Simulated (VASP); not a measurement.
# Cs (C2/m) in VASP: further runs

One crystal, Cs, is run at these levels: PBEsol; tasks: single point.

Program: VASP 6.6.1. These are calculated values, not measurements. Logs are shortened: lines on timing, memory, paths and dates and some standing lists are left out, and cuts for length are marked.

## 1. The crystal as given

Symmetry: C2/m, No. 12, monoclinic system. The conventional cell has a = 6.038 Å, b = 8.676 Å, c = 5.110 Å, α = 90.00°, β = 120.26°, γ = 90.00°.

This isn't the form of Cs at room conditions, which is bcc.

## 2. Single point, PBEsol

Input file INCAR:

```
ADDGRID = False
ALGO = Normal
EDIFF = 1E-6
ENCUT = 400
GGA = PS
ISIF = 2
ISMEAR = 1
LASPH = True
LCHARG = False
LREAL = False
LWAVE = False
NELM = 100
PREC = Accurate
SIGMA = 0.1
```

Input file KPOINTS:

```
k-points
0
Gamma
  6 6 6
```

Input file POSCAR:

```
Cs
1.0
    3.0286440000     -4.4025590000     -0.0553060000
    2.9811710000      4.3695220000      0.0984760000
   -2.5313490000      0.0923220000      4.3694900000
Cs
1
Direct
   -0.0054440000      0.0010830000      0.4979030000
```

Potentials or basis: VASP PAW PBE potentials, release 64 (Cs_sv).

The run is started by

```sh
$ cat potpaw_PBE.64/Cs_sv/POTCAR > POTCAR
$ mpirun -np 1 vasp_std > vasp.out
```

OUTCAR:

```text
EDIFF = 1E-6
   ENCUT = 400
   GGA = PS
   ISIF = 2
   ISMEAR = 1
   LASPH = True
   LREAL = False
   NELM = 100
   PREC = Accurate

 Found    112 irreducible k-points:

 Following reciprocal coordinates:
            Coordinates               Weight
  0.000000  0.000000  0.000000      1.000000
  0.166667 -0.000000 -0.000000      2.000000
  0.333333  0.000000  0.000000      2.000000
  0.500000 -0.000000 -0.000000      1.000000
 -0.000000  0.166667 -0.000000      2.000000
  0.166667  0.166667 -0.000000      2.000000
   k-points           NKPTS =    112   k-points in BZ     NKDIM =    112   number of bands    NBANDS=      8
   number of dos      NEDOS =    301   number of ions     NIONS =      1
   total plane-waves  NPLWV =  46656
   dimension x,y,z NGX =    36 NGY =   36 NGZ =   36
   dimension x,y,z NGXF=    72 NGYF=   72 NGZF=   72
   ions per type =               1
   NGX,Y,Z   is equivalent  to a cutoff of  11.20, 11.31, 11.85 a.u.
   NGXF,Y,Z  is equivalent  to a cutoff of  22.40, 22.62, 23.70 a.u.
 SYSTEM =  unknown system
   PREC   = accura    normal or accurate (medium, high low for compatibility)
   ISTART =      0    job   : 0-new  1-cont  2-samecut
   ICHARG =      2    charge: 1-file 2-atom 10-const
   ISPIN  =      1    spin polarized calculation?
   LNONCOLLINEAR =      F non collinear calculations
   LSORBIT =      F    spin-orbit coupling
   LASPH  =      T    aspherical Exc in radial PAW
   ENCUT  =  400.0 eV  29.40 Ry    5.42 a.u.   8.71  8.63  8.24*2*pi/ulx,y,z
   NELM   =    100;   NELMIN=  2; NELMDL= -5     # of ELM steps
   EDIFF  = 0.1E-05   stopping-criterion for ELM
   LREAL  =      F    real-space projection
   EDIFFG = 0.1E-04   stopping-criterion for IOM
   NSW    =      0    number of steps for IOM
   IBRION =     -1    ionic relax: 0-MD 1-quasi-New 2-CG
   NFREE  =      0    steps in history (QN), initial steepest desc. (CG)
   ISIF   =      2    stress and relaxation
   ISYM   =      2    0-nonsym 1-usesym 2-fastsym
   POTIM  = 0.5000    time-step for ionic-motion
   TEBEG  =    0.0;   TEEND  =   0.0 temperature during run
   PSTRESS=    0.0 pullay stress
   NELECT =       9.0000    total number of electrons
   NUPDOWN=      -1.0000    fix difference up-down
   EMIN   =  10.00;   EMAX   =-10.00  energy-range for DOS
   EFERMI =   0.00;   METHOD = LEGACY
   ISMEAR =     1;   SIGMA  =   0.10  broadening in eV -4-tet -1-fermi 0-gaus
   EFERMI_NEDOS =   21; number of points for ismear=-14 and -15
   IALGO  =     38    algorithm
   IMIX   =      4    mixing-type and parameters
     AMIX     =   0.40;   BMIX     =  1.00
     AMIX_MAG =   1.60;   BMIX_MAG =  1.00
  volume/ion in A,a.u.               =     115.62       780.22
  Fermi-wavevector in a.u.,A,eV,Ry     =   0.699009  1.320935  6.647991  0.488614
  Thomas-Fermi vector in A             =   1.782770
   LORBIT       =      0    0 simple, 1 ext, 2 COOP (PROOUT), +10 PAW based schemes
   GGA     = PS    functional components
   LHFCALC =     F    Hartree Fock is set to
   AEXX    =    0.0000 exact exchange contribution
   IVDW    =     0    specifies the selected vdW correction
   LEPSILON=     F    determine dielectric tensor
   LRPA    =     F    only Hartree local field effects (RPA)
 non-spin polarized calculation
 Methfessel and Paxton  Order N= 1 SIGMA  =   0.10
  energy-cutoff  :      400.00
  volume of cell :      115.62
 maximum number of plane-waves:      2118
   NGX = 17   NGY = 17   NGZ = 17

 number of electron       9.0000000 magnetization

 Free energy of the ion-electron system (eV)
  ---------------------------------------------------
  ext. energy  EPLUGINS =         0.00000000
  ---------------------------------------------------
  free energy    TOTEN  =        -0.92735664 eV

  energy without entropy =       -0.92653457  energy(sigma->0) =       -0.92708262

 E-fermi :   0.3610     XC(G=0):  -5.4614

 val. band max:        0.3501156094   @ k =   0.5000   0.3333  -0.0000
 cond. band min:       0.3654788369   @ k =   0.5000  -0.0000   0.1667
 fundamental gap:      0.0153632275
 Fermi energy:         0.3609954315

 k-point     1 :       0.0000    0.0000    0.0000
  band No.  band energies     occupation
      1     -23.4946      2.00000
      2     -10.2261      2.00000
      3     -10.2164      2.00000
      4     -10.1977      2.00000
      5      -1.3147      2.00000
      6       2.5616      0.00000
      7       2.7991      0.00000
      8       3.0548      0.00000

 k-point     2 :       0.1667   -0.0000   -0.0000
  band No.  band energies     occupation
      1     -23.4934      2.00000
      2     -10.2533      2.00000
      3     -10.2254      2.00000
      4     -10.2004      2.00000
      5      -1.0342      2.00000
      6       2.3474     -0.00000
      7       2.3910      0.00000
      8       3.2287      0.00000

 k-point     3 :       0.3333    0.0000    0.0000
  band No.  band energies     occupation
      1     -23.4910      2.00000
      2     -10.3111      2.00000
      3     -10.2397      2.00000
      4     -10.2043      2.00000
      5      -0.3060      2.00000
      6       1.6099     -0.00000
      7       2.0164     -0.00000
      8       3.8882      0.00000

 k-point     4 :       0.5000   -0.0000   -0.0000
  band No.  band energies     occupation
      1     -23.4898      2.00000
      2     -10.3395      2.00000
      3     -10.2469      2.00000
      4     -10.2059      2.00000
      5       0.3202      1.63051
      6       1.1113     -0.00000
      7       1.8744     -0.00000
      8       3.9049      0.00000

 k-point     5 :      -0.0000    0.1667   -0.0000
  band No.  band energies     occupation
      1     -23.4933      2.00000
      2     -10.2536      2.00000
      3     -10.2265      2.00000
      4     -10.1993      2.00000
      5      -1.0383      2.00000
      6       2.3278     -0.00000
      7       2.4603      0.00000
      8       3.2475      0.00000

 k-point     6 :       0.1667    0.1667   -0.0000
  band No.  band energies     occupation
      1     -23.4917      2.00000
      2     -10.2837      2.00000
      3     -10.2451      2.00000
      4     -10.2052      2.00000
      5      -0.5363      2.00000
      6       1.8775     -0.00000
      7       2.0711     -0.00000
      8       3.6922      0.00000

 [... further k-points ...]
[... 5 lines left out ...]
  --------------------------------------------------------------------------------------
  -------------------------------------------------------------------------------------
  Total       -0.0661498     -0.0831372     -0.0806552      0.0061479     -0.0095437     -0.0069389
  in kB       -0.9166861     -1.1520926     -1.1176974      0.0851965     -0.1322534     -0.0961574
  external PRESSURE =      -1.0621587 kB  Pullay stress =       0.0000000 kB

 VOLUME and BASIS-vectors are now :
 -----------------------------------------------------------------------------
  energy-cutoff  :      400.00
  volume of cell :      115.62
      direct lattice vectors                 reciprocal lattice vectors
     3.028644000 -4.402559000 -0.055306000     0.165058960 -0.114823640  0.098048647
     2.981171000  4.369522000  0.098476000     0.166342001  0.113250823  0.093973007
    -2.531349000  0.092322000  4.369490000    -0.001659677 -0.004005713  0.227982806

 POSITION                                       TOTAL-FORCE (eV/Angst)
 -----------------------------------------------------------------------------------
      1.75502     -4.32789      2.12068         0.000000      0.000000      0.000000
 -----------------------------------------------------------------------------------
    total drift:                               -0.000009     -0.000001     -0.000001

  FREE ENERGIE OF THE ION-ELECTRON SYSTEM (eV)
  ---------------------------------------------------
  free  energy   TOTEN  =        -0.9273566387 eV

  energy  without entropy=       -0.9265345698  energy(sigma->0) =       -0.92708262
```

Run time: 36 s. Hardware: 1 thread of Intel Xeon Platinum 8488C (Sapphire Rapids), shared host; peak memory 0.23 GiB.

These settings aren't checked as converged: the numbers below hold their error.

Results:

* Free energy: -0.9274 eV
* Pressure: -0.1 GPa
* Band gap on the k mesh: none (metal or under the smearing width)

Caveat: the PAW data sets were made with another functional, which shifts forces and pressure a little.

## 3. Single point, PBEsol

INCAR: that of step 2 with these lines changed.

```diff
@@ -3,3 +3,3 @@
 EDIFF = 1E-6
-ENCUT = 400
+ENCUT = 600
 GGA = PS
```

Input file KPOINTS:

```
k-points
0
Gamma
  5 5 5
```

Input file POSCAR:

```
Cs
1.0
    3.0190110000     -4.3381320000      0.0000000000
    3.0190110000      4.3381320000      0.0000000000
   -2.5749360000      0.0000000000      4.4138870000
Cs
1
Direct
    0.0000000000      0.0000000000      0.5000000000
```

Potentials or basis: VASP PAW PBE potentials, release 64 (Cs_sv).

The run is started by

```sh
$ cat potpaw_PBE.64/Cs_sv/POTCAR > POTCAR
$ mpirun -np 1 vasp_std > vasp.out
```

It took 26 s on 1 thread of Intel Xeon Platinum 8488C (Sapphire Rapids), shared host; peak memory 0.26 GiB.

The run converged, but some of its settings lie outside the range that counts as converged, so its numbers aren't taken as properties of the crystal.

What came out:

| Property | Result |
| --- | --- |
| Free energy | -0.9392 eV |
| Pressure | -0.1 GPa |
| Band gap on the k mesh | none (metal or under the smearing width) |

Caveat: the PAW data sets were made with another functional, which shifts forces and pressure a little.

## 4. Single point, PBEsol

INCAR is that of step 3.

KPOINTS is that of step 3.

Input file POSCAR:

```
Cs
1.0
    3.0286440000     -4.4025590000     -0.0553060000
    2.9811710000      4.3695220000      0.0984760000
   -2.5313490000      0.0923220000      4.3694900000
Cs
1
Direct
   -0.0054440000      0.0010830000      0.4979030000
```

The run is started by

```sh
$ cat potpaw_PBE.64/Cs_sv/POTCAR > POTCAR
$ mpirun -np 1 vasp_std > vasp.out
```

Wall time 31 s (1 thread of Intel Xeon Platinum 8488C (Sapphire Rapids), shared host); peak memory 0.29 GiB.

These settings aren't checked as converged: the numbers below hold their error.

Results:

| Property | Result |
| --- | --- |
| Free energy | -0.9384 eV |
| Pressure | -0.1 GPa |
| Band gap on the k mesh | none (metal or under the smearing width) |

Caveat: the PAW data sets were made with another functional, which shifts forces and pressure a little.
